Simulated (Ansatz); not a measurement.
**Rh: stationary points along a deformation path**

All numbers below come from DFT PBE, scalar-relativistic, plane waves, PAW in Ansatz. Settings: plane waves to 420 eV, k-mesh 24×24×24 (Γ-centred), Gaussian smearing 0.15 eV. No spin polarisation. Energies are free energies at this smearing, counted from the undisturbed cell; pressure is positive in compression.

Reference structure (as given, not relaxed at this level; it stands at 5.8 GPa):

```
Rh
1.0
     0.00000    1.90155    1.90155
     1.90155    0.00000    1.90155
     1.90155    1.90155    0.00000
Rh
1
Direct
  0.00000 0.00000 0.00000
```

At fixed volume and fractional coordinates, lengths along (0.000, 0.000, 1.000) are scaled against those across it; ρ is that ratio over its starting value. V = 13.752 Å³/atom. Δσ is the stress along the axis less the mean stress across it (compression positive).

| ρ | ΔE (meV/atom) | Δσ (GPa) | space group |
| --- | --- | --- | --- |
| 0.650 | 317.0 | -18.99 | I4/mmm |
| 0.707 | 373.3 | -0.05 | Im-3m |
| 0.780 | 293.5 | 24.98 | I4/mmm |
| 0.850 | 154.5 | 28.31 | I4/mmm |
| 0.920 | 45.9 | 18.22 | I4/mmm |
| 0.960 | 11.5 | 9.68 | I4/mmm |
| 1.000 | 0.0 | 0.00 | Fm-3m |
| 1.050 | 17.3 | -12.51 | I4/mmm |
| 1.100 | 66.7 | -24.50 | I4/mmm |
| 1.200 | 235.8 | -41.74 | I4/mmm |
| 1.300 | 455.7 | -54.90 | I4/mmm |
| 1.414 | 761.6 | -72.85 | I4/mmm |
| 1.500 | 1030.9 | -86.65 | I4/mmm |

Task: How does the stress give the slope of the energy, and where is the energy stationary?

Result: Along the path d ln(length) is 2/3 d ln ρ on the axis and −1/3 d ln ρ across it, so dE/d ln ρ = −(2/3) V Δσ: the energy falls with ρ where Δσ is positive. Δσ vanishes or changes sign at ρ = 0.707 (Im-3m), a maximum at 373.3 meV/atom; at ρ = 1.000 (Fm-3m), a minimum at 0.0 meV/atom. Pairs of stationary points between two samples would go unseen, and could change a minimum read from distant neighbours into a maximum. At ρ = 0.707, 1.000 the cell is cubic, where symmetry alone makes the stress isotropic and the slope zero.

Task: Which shear constant sets the curvature at ρ = 1?

Result: For a cubic crystal E/V = (2/3) C (ln ρ)² with C = C′ = (C11 − C12)/2, so Δσ = −2C ln ρ. The parabola of Δσ against ln ρ through ρ = 0.960, 1 and 1.050 gives C ≈ 123 GPa with the ions clamped, rough because the steps are large. It is the stress–strain coefficient at this cell's pressure of 5.8 GPa, not the zero-pressure constant.

Task: Integrate that slope from ρ = 1 to 0.850 by the trapezoid rule.

Result: With V/N in Å³ and 1 eV/Å³ = 160.2 GPa the slopes at ρ = 1.000, 0.960, 0.920, 0.850 are 0, -554, -1042, -1620 meV/atom per unit of ln ρ. The steps add 11.3 + 34.0 + 105.3 = 150.6 meV/atom, against 154.5 from the energies; the trapezoid rule misses the curvature of the slope within each step.

In a metal these slopes depend on the k mesh and the smearing.